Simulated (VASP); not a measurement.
# Sn in VASP: one cell, several levels of theory

Aim: gap, levels, forces and stress of diamond Sn, under +0.4 % equal strain in all directions at fixed geometry. Runs: PBE, r2SCAN.

The runs shown are made with VASP 6.6.1. PAW datasets, plane waves. No spin polarisation and no zero-point or thermal motion.

### 1 The cell

The cell comes from an earlier relaxation with r2SCAN in another program.

It is cubic, Fd-3m (No. 227); a = 6.594 Å in the conventional setting, 35.84 Å³ an atom. Near Sn stand 4 Sn at 2.86 Å.

As a file:

```cif
data_structure
_symmetry_space_group_name_H-M 'P 1'
_symmetry_Int_Tables_number 1
_cell_length_a 4.6626
_cell_length_b 4.6626
_cell_length_c 4.6626
_cell_angle_alpha 60.000
_cell_angle_beta 60.000
_cell_angle_gamma 60.000
_cell_volume 71.67
loop_
_atom_site_label
_atom_site_type_symbol
_atom_site_fract_x
_atom_site_fract_y
_atom_site_fract_z
_atom_site_occupancy
Sn1 Sn 0.00000 0.00000 0.00000 1
Sn2 Sn 0.25000 0.25000 0.25000 1
```

### 2 PBE

Input file INCAR:

```
ENCUT = 520.000000
SIGMA = 0.020000
EDIFF = 1.00e-07
GGA = PE
PREC = Accurate
IBRION = -1
ISIF = 2
ISMEAR = -1
NBANDS = 21
NELM = 120
NSW = 0
LASPH = .TRUE.
LCHARG = .TRUE.
LELF = .TRUE.
LWAVE = .FALSE.
LREAL = .FALSE.
```

Input file KPOINTS:

```
KPOINTS created by Atomic Simulation Environment
0
Gamma
6 6 6
0 0 0
```

Input file KPOINTS_OPT:

```
special points
6
Reciprocal
0.0000000000 0.0000000000 0.0000000000 1
0.5000000000 0.0000000000 0.5000000000 1
0.6250000000 0.2500000000 0.6250000000 1
0.3750000000 0.3750000000 0.7500000000 1
0.5000000000 0.5000000000 0.5000000000 1
0.5000000000 0.2500000000 0.7500000000 1
```

Input file POSCAR:

```
Sn
 1.0000000000000000
     0.0000000000000000    3.2969407276000000    3.2969407276000000
     3.2969407276000000    0.0000000000000000    3.2969407276000000
     3.2969407276000000    3.2969407276000000    0.0000000000000000
 Sn
   2
Cartesian
  0.0000000000000000  0.0000000000000000  0.0000000000000000
  1.6484703638000000  1.6484703638000000  1.6484703638000000
```

The run uses the recommended PBE PAW datasets (28 valence electrons a neutral cell).

Run with:

```sh
$ mpirun -np 1 vasp_std
```

### 3 r2SCAN at this geometry

Edit INCAR of step 2 so:

```diff
@@ -3,3 +3,4 @@
 EDIFF = 1.00e-07
-GGA = PE
+ALGO = Normal
+METAGGA = R2SCAN
 PREC = Accurate
```

KPOINTS is that of step 2.

KPOINTS_OPT is that of step 2.

POSCAR is that of step 2.

Before running it: what results should come out? Wanted: for each run, gap; pressure.

As calculated:

| level | gap (eV) | pressure (GPa) |
| --- | --- | --- |
| PBE | -0.18 | 1.05 |
| r2SCAN | 0.00 | -0.48 |

A negative gap is an overlap of bands.

**Reading.** No gap over 0.02 eV opens at any of these levels. Spin-orbit coupling is left out, though the cell holds Sn (Z = 50); in an element this heavy it can shift bands and gaps by tenths of an eV. At this one volume the pressure spans -0.5 GPa (r2SCAN) to 1.1 GPa (PBE): PBE wants the largest cell and r2SCAN the smallest.
